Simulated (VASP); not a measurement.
Input of a VASP 6.6.1 run:

Contents of INCAR:

```
SYSTEM = Al2O3
PREC     = Accurate       ! precision mode
ENCUT    = 600            ! plane-wave cutoff, eV
EDIFF    = 1E-7           ! SCF threshold, eV
ISMEAR   = 0              ! smearing method
SIGMA    = 0.03           ! smearing width, eV
LREAL    = .FALSE.        ! projectors in reciprocal space
LASPH    = .TRUE.         ! aspherical terms in the spheres
NELM     = 80             ! most SCF steps
ALGO     = Normal         ! electronic algorithm
ISIF     = 3              ! what is computed and relaxed
LWAVE    = .FALSE.        ! write WAVECAR
LCHARG   = .FALSE.        ! write CHGCAR
GGA      = PE             ! functional
IBRION   = 2              ! ionic algorithm
NSW      = 90             ! ionic steps
EDIFFG   = -0.005         ! ionic threshold
KPAR     = 2
```

KPOINTS

```
regular mesh
0
G
  7 7 7
  0 0 0
```

Contents of POSCAR:

```
Al2O3                                   
1.0
    2.4024325895      1.3870451022      4.3712494149
   -2.4024325895      1.3870451022      4.3712494149
   -0.0000000000     -2.7740902046      4.3712494149
  Al              O             
     4     6
Direct
     0.3521383198595958    0.3521383198595958    0.3521383198595957
     0.1478616801404043    0.1478616801404043    0.1478616801404043
     0.6478616801404044    0.6478616801404044    0.6478616801404044
     0.8521383198595956    0.8521383198595956    0.8521383198595956
     0.5561990714895642    0.9438009285104358    0.2500000000000000
     0.2500000000000000    0.5561990714895642    0.9438009285104358
     0.9438009285104358    0.2500000000000000    0.5561990714895642
     0.4438009285104358    0.0561990714895642    0.7500000000000000
     0.7500000000000000    0.4438009285104358    0.0561990714895642
     0.0561990714895642    0.7500000000000000    0.4438009285104358
```

Potentials or basis: VASP PAW PBE potentials, release 64 (Al, O).

Launch:

```bash
$ cat potpaw_PBE.64/Al/POTCAR potpaw_PBE.64/O/POTCAR > POTCAR
$ mpirun -np 2 vasp_std > vasp.out
```

Question: Predict the band gap on the k mesh.

Answer: 5.88 eV, direct.

Forces on the atoms (eV/Å):
```
Al   0.000  0.000  0.003
Al   0.000  0.000 -0.003
Al   0.000  0.000 -0.003
Al   0.000  0.000  0.003
O   -0.002  0.000  0.000
O    0.001 -0.002  0.000
O    0.001  0.002  0.000
O    0.002  0.000  0.000
O   -0.001  0.002  0.000
O   -0.001 -0.002  0.000
```

Caveat: the relaxation stopped at its first step, so nothing moved; an odd mesh through Γ misses points on the zone boundary, where band edges often lie.
